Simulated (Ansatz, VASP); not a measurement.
**Au in VASP and in Ansatz**

```
CELL_PARAMETERS angstrom
2.77908 0.00000 0.00000
0.00000 2.77908 0.00000
0.00000 0.00000 2.77908
ATOMIC_POSITIONS crystal
Au 0.00000 0.00000 0.00000
```

Alike in both runs: functional RPBE; k mesh 12 × 12 × 12; occupations fermi-dirac, width 0.1 eV; no spin polarisation.

Ansatz relaxed the structure, and its values are those at the end. VASP's run is a single point on that final structure, the one shown.

|  | VASP | Ansatz |
| --- | --- | --- |
| version | VASP 6.6.1 | Ansatz 0.2.0 |
| potentials or method | VASP PAW PBE potentials, release 64 (Au) | plane waves (420 eV) with PAW, scalar-relativistic |
| plane-wave cutoff (eV) | 520 | 420 |
| valence electrons in the cell | 11 | 19 |

Ansatz gave:

- pressure (GPa): 0.0

Problem. Estimate VASP's values.

Solution. Pressure (GPa): -0.1.

The functional is the same, so the differences come from potentials, cutoffs and numerics. The two sets of potentials don't hold the same shells in valence.

Caveats: the PAW data sets were made with another functional, which shifts forces and pressure a little (VASP). The runs have no spin-orbit coupling, so splittings on Au are missing.
